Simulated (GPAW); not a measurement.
PtS2:

```
CELL_PARAMETERS angstrom
3.54320 0.00000 0.00000
-1.77160 3.06850 0.00000
0.00000 0.00000 5.03880
ATOMIC_POSITIONS crystal
Pt 0.00000 0.00000 0.00000
S 0.66667 0.33333 0.77300
S 0.33333 0.66667 0.22700
```

```yaml
Program: GPAW 26.7.0
Task: relaxation of cell and atoms
Functional: LDA
Potentials_or_basis: the program's PAW data sets (release 1.2.1) made for this functional
Cutoff: 600 eV
Basis: pw
k_mesh: 9 × 9 × 5
Occupations: fermi-dirac, width 0.05 eV
Spin: no spin polarisation
```

At the start: pressure 3.0 GPa; volume 18.26 Å³/atom.

Problem. Where does the relaxation end?

Solution. Over 28 steps the energy falls by 29.3 meV/atom and the volume is 16.47 Å³/atom (-9.8 %); space group P-3m1 (No. 164, to 0.05 Å).

The path:
| step | energy change (eV) | largest force (eV/Å) | pressure (GPa) | volume (Å³) |
| --- | --- | --- | --- | --- |
| 1 | 0.0000 | 0.7646 | 3.04 | 54.78 |
| 2 | -0.0135 | 0.6081 | 1.84 | 54.97 |
| 3 | -0.0284 | 0.3447 | -0.13 | 55.28 |
| 4 | -0.0336 | 0.0544 | -2.16 | 55.54 |
| 5 | -0.0341 | 0.0608 | -2.08 | 55.50 |
| 6 | -0.0349 | 0.0732 | -1.93 | 55.44 |
| 7 | -0.0361 | 0.0904 | -1.71 | 55.34 |
| 8 | -0.0374 | 0.1108 | -1.44 | 55.21 |
| 9 | -0.0387 | 0.1323 | -1.13 | 55.07 |
| 10 | -0.0400 | 0.1519 | -0.82 | 54.90 |
| 11 | -0.0413 | 0.1666 | -0.53 | 54.74 |
| 12 | -0.0427 | 0.1740 | -0.27 | 54.55 |
| 13 | -0.0443 | 0.1693 | -0.08 | 54.36 |
| 14 | -0.0461 | 0.1487 | 0.00 | 54.17 |
| 15 | -0.0481 | 0.1104 | -0.05 | 53.97 |
| 16 | -0.0503 | 0.0576 | -0.23 | 53.78 |
| 17 | -0.0525 | 0.0018 | -0.45 | 53.57 |
| 18 | -0.0549 | 0.0388 | -0.59 | 53.31 |
| 19 | -0.0582 | 0.0488 | -0.54 | 52.98 |
| 20 | -0.0626 | 0.0228 | -0.26 | 52.59 |
| 21 | -0.0677 | 0.0270 | 0.10 | 52.16 |
| 22 | -0.0735 | 0.0660 | 0.21 | 51.75 |
| 23 | -0.0794 | 0.0637 | -0.15 | 51.39 |
| 24 | -0.0842 | 0.0348 | -0.72 | 50.99 |
| 25 | -0.0876 | 0.0406 | -0.59 | 50.31 |
| 26 | -0.0876 | 0.0614 | 0.33 | 49.37 |
| 27 | -0.0877 | 0.0494 | 0.24 | 49.38 |
| 28 | -0.0879 | 0.0283 | 0.08 | 49.42 |

Final structure:
```
CELL_PARAMETERS angstrom
3.56399 0.00000 0.00000
-1.78199 3.08650 0.00000
0.00000 0.00000 4.49223
ATOMIC_POSITIONS crystal
Pt 0.00000 0.00000 0.00000
S 0.66667 0.33333 0.73713
S 0.33333 0.66667 0.26287
```

Caveat: later steps reuse the first step's grids.
